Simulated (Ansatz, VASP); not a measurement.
Ti: VASP beside Ansatz

```xyz
1
Lattice="2.4913 0.0000 0.0000 0.0000 2.4913 0.0000 0.0000 0.0000 2.4913" Properties=species:S:1:pos:R:3 pbc="T T T"
Ti    0.0000    0.0000    0.0000
```

Alike in both runs: task single point; functional PBEsol; k mesh 14 × 14 × 14; occupations fermi-dirac, width 0.1 eV; no spin polarisation.

|  | VASP | Ansatz |
| --- | --- | --- |
| version | VASP 6.6.1 | Ansatz 0.2.0 |
| potentials or method | VASP PAW PBE potentials, release 64 (Ti_sv) | plane waves (420 eV) with PAW, scalar-relativistic |
| plane-wave cutoff (eV) | 520 | 420 |
| valence electrons in the cell | 12 | 12 |

|  | VASP | Ansatz | Ansatz less VASP |
| --- | --- | --- | --- |
| pressure (GPa) | 12.9 | 13.1 | +0.14 |

The functional is the same, so the differences come from potentials, cutoffs and numerics. Ansatz warned: «pseudo_functional_mismatch».

Caveats: the PAW data sets were made with another functional, which shifts forces and pressure a little (VASP).
